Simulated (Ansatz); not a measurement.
# Barriers and T(E) in Si/CeO2/NiSi2, part 2 of 2

Aim: where the metal's Fermi level sits in the semiconductor's gap in Si/CeO2/NiSi2, and what the stack passes. The semiconductor is Si diamond(111), undoped, with its far face capped by hydrogen, and the metal is NiSi2 fluorite(111), with CeO2 fluorite(111) between them (whole trilayers). After relaxation the nearest pair at the metal is Si–O at 1.70 Å, along the normal. The common net has a side of 3.861 Å, which strains the semiconductor by -0.2 %, the layer between by +0.0 % and the metal by +0.6 %, against typed lattice constants near PBE's. The first steps treat the bulk crystals alone.

Ansatz 0.2.0; PBE DFT, plane waves, PAW files (the session's first sound run).

So far. Step 4 (Relaxation): The largest force component on a free atom ends at 0.0068 eV/Å. At one or more of this run's solves the program warned of density in the dipole ramp over its bound, where dipole, forces and levels can be off. Step 5 (T(E) from the semiconductor into the metal, atomic …): The semiconductor's channels close between -0.45 and +0.20 eV. In the worse lead the potential repeats within 32 meV, which the program flags as too much for a lead, so the lead is short or a field runs through it.

## Step 6: The contact's transmission, atomic planes in the barrier 9, gap between the electrodes 12.09 Å

System of this step: Si/CeO2/NiSi2. The cell holds 56 atoms: 37 Si, 6 O, 3 Ce, 9 Ni and 1 H. Cell: a = 3.861 Å, b = 3.861 Å, c = 96.696 Å, α = 90.0°, β = 90.0°, γ = 120.0°. Regions: left electrode, 20 atoms (20 Si); barrier, 9 atoms (6 O and 3 Ce); right electrode, 26 atoms (17 Si and 9 Ni). Vacuum lies along c.

A thicker layer between them.

The input, input.yaml:

```yaml
crystal:
  lattice:
    - [3.861, 0.0, 0.0]
    - [-1.9305, 3.343724084, 0.0]
    - [0.0, 0.0, 96.6962159221]
  atoms:
    - { symbol: Si, position: [0.66666667, 0.33333333, 0.160295828] }
    - { symbol: Si, position: [0.0, 0.0, 0.1684869448] }
    - { symbol: Si, position: [0.0, 0.0, 0.1929783262] }
    - { symbol: Si, position: [0.33333333, 0.66666667, 0.2011694429] }
    - { symbol: Si, position: [0.33333333, 0.66666667, 0.2256608243] }
    - { symbol: Si, position: [0.66666667, 0.33333333, 0.2338519411] }
    - { symbol: Si, position: [0.66666667, 0.33333333, 0.2583433225] }
    - { symbol: Si, position: [0.0, 0.0, 0.2665344392] }
[... 44 atom lines left out ...]
    - { symbol: Si, position: [0.33333333, 0.66666667, 0.8308183696] }
    - { symbol: Si, position: [0.0, 0.0, 0.8470335856] }
    - { symbol: Ni, position: [0.33333333, 0.66666667, 0.8552166714] }
    - { symbol: H, position: [0.66666667, 0.33333333, 0.1447833286] }
kpoints:
  mp_grid: { grid: [8, 8, 1] }
scf:
  occupations: { method: fermi_dirac, width: 0.1 }
  max_iter: 150
hamiltonian:
  xc: pbe
efield:
  axis: 3
  dipole_correction: true
output:
  transmission:
    kmesh: [12, 12]
    e_range: [-2.5, 2.5]
    de: 0.05
    leads: [[8, 10], [41, 44]]
  dos: { projected: true, e_range: [-6, 5], de: 0.05 }
  write_potential: true
  write_density: true
  volumetric_format: npy
```

On the command line:

```console
$ ansatz run input.yaml --threads 8 --pin off --max-ram 24576MiB --backend cpu --events-out ev --progress --plain --runs-dir out
```

Run time: 5.4 min. Hardware: 8 threads of Arm Neoverse V1, shared host; peak memory 11 GiB.

Numbers from this step:

* free energy: -99254.0964 eV
* Fermi energy: 5.854 eV
* potential step in the lower lead: 29.9 meV
* work function, upper face: 4.082 eV
* work function, lower face: 4.229 eV
* dipole moment: 0.01045 e·Å
* dipole field: 0.001515 V/Å

One spin. Transmission, zone mean against energy, zero at the Fermi level:

| energy (eV) | transmission, zone mean |
| --- | --- |
| -2.400 | 2.5e-4 |
| -2.200 | 7.2e-5 |
| -2.000 | 3.4e-5 |
| -1.800 | 1.7e-5 |
| -1.600 | 9.0e-6 |
| -1.400 | 4.3e-6 |
| -1.200 | 2.4e-6 |
| -1.000 | 1.1e-6 |
| -0.800 | 5.9e-7 |
| -0.600 | 2.2e-7 |
| -0.400 | 0 |
| -0.200 | 0 |
| 0.000 | 0 |
| 0.200 | 0.00226 |
| 0.400 | 0.0802 |
| 0.600 | 0.185 |
| 0.800 | 9.0e-4 |
| 0.950 | 0.0378 |
| 1.000 | 6.4e-4 |
| 1.200 | 9.4e-5 |
| 1.400 | 1.1e-4 |
| 1.600 | 9.6e-5 |
| 1.800 | 9.7e-5 |
| 2.000 | 2.5e-4 |
| 2.200 | 0.00118 |
| 2.400 | 0.00633 |

One spin. Table of open channels, zone mean by energy, zero at the Fermi level:

| energy (eV) | lower lead | upper lead |
| --- | --- | --- |
| -2.50 | 1.72 | 1.67 |
| -2.35 | 1.55 | 1.67 |
| -2.25 | 1.55 | 1.76 |
| -2.10 | 1.51 | 1.80 |
| -1.95 | 1.38 | 1.84 |
| -1.80 | 1.34 | 1.84 |
| -1.70 | 1.22 | 1.92 |
| -1.55 | 0.938 | 1.67 |
| -1.40 | 0.729 | 1.51 |
| -1.30 | 0.604 | 1.40 |
| -1.15 | 0.562 | 1.40 |
| -1.00 | 0.312 | 1.02 |
| -0.90 | 0.312 | 1.02 |
| -0.75 | 0.146 | 0.979 |
| -0.60 | 0.146 | 0.854 |
| -0.45 | 0.0139 | 0.639 |
| -0.35 | 0 | 0.701 |
| -0.20 | 0 | 0.993 |
| -0.05 | 0 | 1.03 |
| 0.00 | 0 | 1.08 |
| 0.05 | 0 | 1.16 |
| 0.20 | 0.0417 | 1.16 |
| 0.35 | 0.208 | 1.41 |
| 0.45 | 0.208 | 1.37 |
| 0.60 | 0.333 | 1.59 |
| 0.75 | 0.5 | 1.76 |
| 0.90 | 0.75 | 1.92 |
| 1.00 | 0.833 | 2.01 |
| 1.15 | 1.03 | 2.01 |
| 1.30 | 1.36 | 1.59 |
| 1.40 | 1.40 | 1.55 |
| 1.55 | 1.69 | 1.19 |
| 1.70 | 1.99 | 0.736 |
| 1.80 | 2.11 | 0.604 |
| 1.95 | 2.24 | 0.951 |
| 2.10 | 2.24 | 2.45 |
| 2.25 | 2.03 | 2.95 |
| 2.35 | 1.78 | 2.92 |
| 2.50 | 1.83 | 2.83 |

Projected DOS an atom over height of the atomic layer and energy from the Fermi level. Layers: H Si Si Si Si Si Si Si Si Si Si Si Si Si Si Si Si Si Si Si Si O Ce O O Ce O O Ce O Si Ni Si Si Ni Si Si Ni Si Si Ni Si Si Ni Si Si Ni Si Si Ni Si Si Ni Si Si Ni; projections on atoms miss part of the total, and the computed bands can run out at the top of the range; a column is the mean of 4 neighbouring layers, the last of those left over.

Ten even steps from '_' (0.00 states/eV) to '@' (5.15 states/eV), each cell a mean:
```
__........__________________
__........__________________
________..__________________
____________::______________
__________##%%##____________
__________@@##@@____________
____________________________
____________________________
__________________________..
__________________________::
__....____________________--
__........______..........--
..........____............::
..........__..--::..::....--
............--::::--++--::::
....____....::......--..::::
__..........::............::
..____..__::::..............
__________..::....::::::::..
__________..::............__
__________::....______..____
__________::__..____________
```
Columns: height of the atomic layer (Å) from 16.1 to 81.1 (not evenly spaced); rows upwards: energy from the Fermi level (eV) from -6 to 2.3.

The semiconductor's channels close between -0.45 and +0.20 eV. In the worse lead the potential repeats within 30 meV, which the program flags as too much for a lead, so the lead is short or a field runs through it.

## Step 7: The contact's transmission, atomic planes in the barrier 12, gap between the electrodes 15.44 Å

System of this step: Si/CeO2/NiSi2. The cell holds 59 atoms: 37 Si, 8 O, 4 Ce, 9 Ni and 1 H. Its edges and angles: a = 3.861 Å, b = 3.861 Å, c = 100.046 Å, α = 90.0°, β = 90.0°, γ = 120.0°. Regions: left electrode, 20 atoms (20 Si); barrier, 12 atoms (8 O and 4 Ce); right electrode, 26 atoms (17 Si and 9 Ni). Vacuum lies along c.

The input, input.yaml:

```yaml
crystal:
  lattice:
    - [3.861, 0.0, 0.0]
    - [-1.9305, 3.343724084, 0.0]
    - [0.0, 0.0, 100.0461116936]
  atoms:
    - { symbol: Si, position: [0.66666667, 0.33333333, 0.1549285598] }
    - { symbol: Si, position: [0.0, 0.0, 0.1628454092] }
    - { symbol: Si, position: [0.0, 0.0, 0.186516733] }
    - { symbol: Si, position: [0.33333333, 0.66666667, 0.1944335823] }
    - { symbol: Si, position: [0.33333333, 0.66666667, 0.2181049061] }
    - { symbol: Si, position: [0.66666667, 0.33333333, 0.2260217554] }
    - { symbol: Si, position: [0.66666667, 0.33333333, 0.2496930792] }
    - { symbol: Si, position: [0.0, 0.0, 0.2576099286] }
[... 47 atom lines left out ...]
    - { symbol: Si, position: [0.66666667, 0.33333333, 0.8364831658] }
    - { symbol: Si, position: [0.33333333, 0.66666667, 0.8521554392] }
    - { symbol: Ni, position: [0.66666667, 0.33333333, 0.8600645266] }
    - { symbol: H, position: [0.66666667, 0.33333333, 0.1399354734] }
kpoints:
  mp_grid: { grid: [8, 8, 1] }
scf:
  occupations: { method: fermi_dirac, width: 0.1 }
  max_iter: 150
hamiltonian:
  xc: pbe
efield:
  axis: 3
  dipole_correction: true
output:
  transmission:
    kmesh: [12, 12]
    e_range: [-2.5, 2.5]
    de: 0.05
    leads: [[8, 10], [44, 47]]
  dos: { projected: true, e_range: [-6, 5], de: 0.05 }
  write_potential: true
  write_density: true
  volumetric_format: npy
```

Elapsed: 6.3 min, on 8 threads; peak memory 12 GiB; 46 min of CPU time.

The semiconductor's channels close between -0.45 and +0.20 eV. In the worse lead the potential repeats within 29 meV, which the program flags as too much for a lead, so the lead is short or a field runs through it.

## Step 8: Side by side

Times are for 8 threads of Arm Neoverse V1, shared host. Results by setting:

| no. | gap between the electrodes (Å) | potential step in the lower lead (meV) | time | memory (GiB) |
| --- | --- | --- | --- | --- |
| 1 | 8.74 | 32.1 | 4.2 min | 10 |
| 2 | 12.09 | 29.9 | 5.4 min | 11 |
| 3 | 15.44 | 29.3 | 6.3 min | 12 |

The runs together. Table of transmission, zone mean by energy, zero at the Fermi level:

| energy (eV) | 8.74 | 12.09 | 15.44 |
| --- | --- | --- | --- |
| -2.400 | 0.00132 | 2.5e-4 | 0.0486 |
| -2.200 | 8.8e-4 | 7.2e-5 | 0.00257 |
| -2.000 | 6.4e-4 | 3.4e-5 | 6.1e-5 |
| -1.800 | 4.9e-4 | 1.7e-5 | 5.4e-6 |
| -1.600 | 3.5e-4 | 9.0e-6 | 1.0e-6 |
| -1.400 | 2.0e-4 | 4.3e-6 | 1.9e-7 |
| -1.200 | 1.5e-4 | 2.4e-6 | 7.0e-8 |
| -1.000 | 6.6e-5 | 1.1e-6 | 2.0e-8 |
| -0.800 | 3.7e-5 | 5.9e-7 | 1.1e-8 |
| -0.600 | 1.3e-5 | 2.2e-7 | 4.2e-9 |
| -0.400 | 0 | 0 | 0 |
| -0.200 | 0 | 0 | 0 |
| 0.000 | 0 | 0 | 0 |
| 0.200 | 0.00307 | 0.00226 | 4.4e-4 |
| 0.400 | 0.0132 | 0.0802 | 0.0717 |
| 0.450 | 0.0989 | 0.0571 | 0.0314 |
| 0.550 | 0.127 | 0.0712 | 0.0967 |
| 0.600 | 0.138 | 0.185 | 0.0638 |
| 0.700 | 0.0252 | 0.0175 | 0.0737 |
| 0.750 | 0.140 | 0.00491 | 0.00199 |
| 0.800 | 0.0430 | 9.0e-4 | 0.0191 |
| 1.000 | 0.00585 | 6.4e-4 | 0.00347 |
| 1.200 | 0.00540 | 9.4e-5 | 3.0e-5 |
| 1.400 | 0.00750 | 1.1e-4 | 8.3e-6 |
| 1.600 | 0.0123 | 9.6e-5 | 4.8e-6 |
| 1.800 | 0.0635 | 9.7e-5 | 3.7e-6 |
| 2.000 | 0.0341 | 2.5e-4 | 6.4e-6 |
| 2.150 | 0.222 | 0.00105 | 2.8e-5 |
| 2.200 | 0.123 | 0.00118 | 2.3e-5 |
| 2.400 | 0.229 | 0.00633 | 6.2e-5 |

## Step 9: The first cell with another functional, cutoff 500 eV

This step: r2SCAN DFT, plane waves, PAW files; ballistic transmission by layer matching between semi-infinite leads (Ansatz 0.2.0).

System of this step: Si/CeO2/NiSi2. The cell holds 53 atoms: 37 Si, 4 O, 2 Ce, 9 Ni and 1 H. Its edges and angles: a = 3.861 Å, b = 3.861 Å, c = 93.346 Å, α = 90.0°, β = 90.0°, γ = 120.0°. Regions: left electrode, 20 atoms (20 Si); barrier, 6 atoms (4 O and 2 Ce); right electrode, 26 atoms (17 Si and 9 Ni). Vacuum lies along c.

r2SCAN opens the gap somewhat, so the first cell is run again with it to see how the barriers share the change.

The input, input.yaml:

```yaml
crystal:
  lattice:
    - [3.861, 0.0, 0.0]
    - [-1.9305, 3.343724084, 0.0]
    - [0.0, 0.0, 93.3463201507]
  atoms:
    - { symbol: Si, position: [0.66666667, 0.33333333, 0.1660483239] }
    - { symbol: Si, position: [0.0, 0.0, 0.1745333931] }
    - { symbol: Si, position: [0.0, 0.0, 0.1999036906] }
    - { symbol: Si, position: [0.33333333, 0.66666667, 0.2083887598] }
    - { symbol: Si, position: [0.33333333, 0.66666667, 0.2337590572] }
    - { symbol: Si, position: [0.66666667, 0.33333333, 0.2422441265] }
    - { symbol: Si, position: [0.66666667, 0.33333333, 0.2676144239] }
    - { symbol: Si, position: [0.0, 0.0, 0.2760994932] }
[... 41 atom lines left out ...]
    - { symbol: Si, position: [0.0, 0.0, 0.8247469913] }
    - { symbol: Si, position: [0.66666667, 0.33333333, 0.8415441185] }
    - { symbol: Ni, position: [0.0, 0.0, 0.8500208688] }
    - { symbol: H, position: [0.66666667, 0.33333333, 0.1499791312] }
kpoints:
  mp_grid: { grid: [8, 8, 1] }
scf:
  occupations: { method: fermi_dirac, width: 0.1 }
  max_iter: 150
hamiltonian:
  xc: r2scan
efield:
  axis: 3
  dipole_correction: true
output:
  transmission:
    kmesh: [12, 12]
    e_range: [-2.5, 2.5]
    de: 0.05
    leads: [[8, 10], [38, 41]]
  dos: { projected: true, e_range: [-6, 5], de: 0.05 }
  write_potential: true
  write_density: true
  volumetric_format: npy
```

Wall time 14 min (8 threads); peak memory 15 GiB.

Numbers from this step:

* free energy: -91741.7614 eV
* Fermi energy: 5.707 eV
* channels of the upper lead: 0.8681
* potential step in the lower lead: 33.6 meV
* potential step in the upper lead: 4.1 meV
* work function, upper face: 4.055 eV
* work function, lower face: 4.183 eV
* dipole moment: 0.009131 e·Å
* dipole field: 0.001371 V/Å

One spin. Transmission, zone mean against energy, zero at the Fermi level:

| energy (eV) | transmission, zone mean |
| --- | --- |
| -2.400 | 6.4e-4 |
| -2.200 | 4.6e-4 |
| -2.000 | 3.5e-4 |
| -1.800 | 2.2e-4 |
| -1.600 | 1.4e-4 |
| -1.400 | 1.0e-4 |
| -1.200 | 4.9e-5 |
| -1.000 | 2.8e-5 |
| -0.800 | 1.1e-5 |
| -0.600 | 0 |
| -0.400 | 0 |
| -0.200 | 0 |
| 0.000 | 0 |
| 0.200 | 0.0174 |
| 0.400 | 0.0620 |
| 0.550 | 0.174 |
| 0.600 | 0.163 |
| 0.750 | 0.162 |
| 0.800 | 0.0633 |
| 1.000 | 0.00381 |
| 1.200 | 0.00377 |
| 1.400 | 0.0130 |
| 1.600 | 0.0175 |
| 1.800 | 0.0845 |
| 2.000 | 0.00908 |
| 2.200 | 0.191 |
| 2.350 | 0.227 |
| 2.400 | 0.197 |

One spin. Open channels, zone mean against energy, zero at the Fermi level:

| energy (eV) | lower lead | upper lead |
| --- | --- | --- |
| -2.50 | 1.59 | 1.80 |
| -2.35 | 1.47 | 1.80 |
| -2.25 | 1.51 | 1.88 |
| -2.10 | 1.30 | 1.84 |
| -1.95 | 1.22 | 1.84 |
| -1.80 | 0.938 | 1.63 |
| -1.70 | 0.854 | 1.67 |
| -1.55 | 0.604 | 1.5 |
| -1.40 | 0.562 | 1.31 |
| -1.30 | 0.396 | 1.27 |
| -1.15 | 0.312 | 1.02 |
| -1.00 | 0.188 | 1.02 |
| -0.90 | 0.146 | 1.02 |
| -0.75 | 0.0625 | 0.938 |
| -0.60 | 0 | 0.688 |
| -0.45 | 0 | 0.604 |
| -0.35 | 0 | 0.75 |
| -0.20 | 0 | 0.917 |
| -0.05 | 0 | 0.951 |
| 0.00 | 0 | 0.868 |
| 0.05 | 0 | 0.993 |
| 0.20 | 0.0417 | 1.16 |
| 0.35 | 0.125 | 1.28 |
| 0.45 | 0.208 | 1.37 |
| 0.60 | 0.333 | 1.53 |
| 0.75 | 0.5 | 1.63 |
| 0.90 | 0.667 | 1.80 |
| 1.00 | 0.833 | 1.80 |
| 1.15 | 0.917 | 2.09 |
| 1.30 | 1.24 | 1.92 |
| 1.40 | 1.36 | 1.67 |
| 1.55 | 1.49 | 1.55 |
| 1.70 | 1.90 | 1.11 |
| 1.80 | 2.11 | 0.757 |
| 1.95 | 2.15 | 0.646 |
| 2.10 | 2.28 | 1.83 |
| 2.25 | 2.28 | 2.62 |
| 2.35 | 2.08 | 2.85 |
| 2.50 | 1.83 | 2.93 |

Projected DOS an atom over height of the atomic layer and energy from the Fermi level. Layers: H Si Si Si Si Si Si Si Si Si Si Si Si Si Si Si Si Si Si Si Si O Ce O O Ce O Si Ni Si Si Ni Si Si Ni Si Si Ni Si Si Ni Si Si Ni Si Si Ni Si Si Ni Si Si Ni; projections on atoms miss part of the total, and the computed bands can run out at the top of the range; a column is the mean of 4 neighbouring layers, the last of those left over.

Ten even steps from '0' (0.00 states/eV) to '9' (6.43 states/eV), each cell a mean:
```
00000000000000
00000000000000
00010000000000
00000000000000
00000220000000
00000780000000
00000330000000
00000000000001
00000000000001
00000000000003
00000000000006
00000001000009
00000001001005
01001002001012
00101004112112
01111003224220
00000001112110
00000001011110
00000011111110
00000111112110
00000110011100
00000110000000
```
Columns: height of the atomic layer (Å) from 16.1 to 79.3 (not evenly spaced); rows upwards: energy from the Fermi level (eV) from -6 to 2.7.

The semiconductor's channels close between -0.65 and +0.20 eV. In the worse lead the potential repeats within 34 meV, which the program flags as too much for a lead, so the lead is short or a field runs through it.

## Step 10: Summary of results

```yaml
valence_edge_of_the_semiconductor_lead_against_the_fermi_level_6_planes: -0.45 eV
conduction_edge_of_the_semiconductor_lead_against_the_fermi_level_6_planes: +0.20 eV
valence_edge_of_the_semiconductor_lead_against_the_fermi_level_9_planes: -0.45 eV
conduction_edge_of_the_semiconductor_lead_against_the_fermi_level_9_planes: +0.20 eV
valence_edge_of_the_semiconductor_lead_against_the_fermi_level_12_planes: -0.45 eV
conduction_edge_of_the_semiconductor_lead_against_the_fermi_level_12_planes: +0.20 eV
valence_edge_of_the_semiconductor_lead_against_the_fermi_level_r2scan: -0.65 eV
conduction_edge_of_the_semiconductor_lead_against_the_fermi_level_r2scan: +0.20 eV
```

What this shows: The metal's Fermi level lies in the gap of the semiconductor, 0.20 eV under the first conduction channel and 0.45 eV over the last valence one, as read in the lead, away from the contact; bands can bend on the way there. The edges are read from the typed mesh and energy grid, to 0.05 eV at best; the semiconductor's potential still steps by 32 meV a period, so they depend on where the lead is cut. Adding 6 atomic planes to the layer under the metal moves the conduction edge by +0.00 eV, about one grid step or less. r2SCAN moves the edges to -0.65 and +0.20 eV, 0.85 eV apart on the grid against 0.65 eV. The semiconductor is undoped and only a few nanometres thick, with its far face capped by hydrogen. A semilocal functional narrows gaps, and the two barriers add up to the gap, so their sum is too small. No spin-orbit coupling, phonons, disorder or image charges enter; the interfaces are ordered, one cell wide and lattice-matched by strain. Semilocal gaps are too small, which can bring a band edge of the barrier nearer to the Fermi level than it is.

[Logs are printed without paths, hosts, clocks, repeated set-up lines and the standing remarks that a program may print on its own settings, such as how far it seeks lower states.]

[Hosts, paths, dates, database ids (printed as entryN), source tags and the programs' standing remarks are cut or masked in the printed files.]
